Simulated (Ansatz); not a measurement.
The system is CuO.

```xyz
4
Lattice="3.1795 0.0000 0.0000 -1.5898 2.7536 0.0000 0.0000 0.0000 4.4315" Properties=species:S:1:pos:R:3 pbc="T T T"
Cu    0.0000    0.0000    0.0000
Cu    0.0000    0.0000    2.2157
O     0.0000    1.8357    1.1079
O     1.5898    0.9179    3.3236
```

Measurements of this composition are mostly on another form, of space group No. 15.

Program: Ansatz 0.2.0. Alike in all runs: potentials or basis Ansatz PAW; no spin polarisation; cell as given; smearing fermi-dirac 0.05 eV. Hardware: 2 threads of Intel(R) Xeon(R) Platinum 8259CL CPU @ 2.50GHz (Skylake/Cascade Lake) (shared host).

Problem. Order these runs on this cell by their wall time, lowest first.
A. task band structure; level r2SCAN+U; U Cu d U = 4.5 eV; k mesh 10 × 10 × 6; cutoff (eV) 500; points for each segment of the path 14; hubbard projectors ortho-atomic (the default); double counting fll (the default); mesh quality not flagged
B. task single point; level PBE; k mesh 6 × 6 × 4; cutoff (eV) 420; mesh quality coarse
C. task band structure; level PBEsol; k mesh 10 × 10 × 6; cutoff (eV) 420; points for each segment of the path 14; mesh quality not flagged

Solution. B (1.4 s), C (6.5 s), A (18 s).

Caveats: some runs use coarse meshes; the run has no spin polarisation, though such a crystal can be magnetic; U without spin polarisation on a metal has little footing (some runs).
